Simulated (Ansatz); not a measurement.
# A computed series for ZnTe: pressure series

Base system: ZnTe in the zinc blende structure (space group F-43m, No. 216; a = 6.115 Å).

Cell and atoms are relaxed at each pressure.

The values are results of Ansatz (a first-principles code) r2SCAN, without spin-orbit coupling, earlier PAW set, not measurements.

Only one of these has a direct gap. Which?
A. pressure 15 GPa
B. pressure 75 GPa
C. pressure 30 GPa
D. pressure −2 GPa

D, pressure −2 GPa. Computed: pressure 75 GPa: indirect, Γ → a point along ⟨100⟩, about 1.1 Å⁻¹ from Γ; pressure −2 GPa: direct at Γ; pressure 15 GPa: indirect, Γ → Γ–X (86 % along); pressure 30 GPa: indirect, Γ → Γ–X (87 % along)

With Te present, leaving out spin-orbit coupling can change the band edges. Load acts through the strain it causes; cell and atoms are relaxed under it. No phonon test of stability was made. Measured, ZnTe leaves this structure (for cinnabar) near 9.5 GPa (temperature not stated; as listed in Datta, Sujoy, Jana, Debnarayan, arXiv (2020)), on rising pressure, with hysteresis.
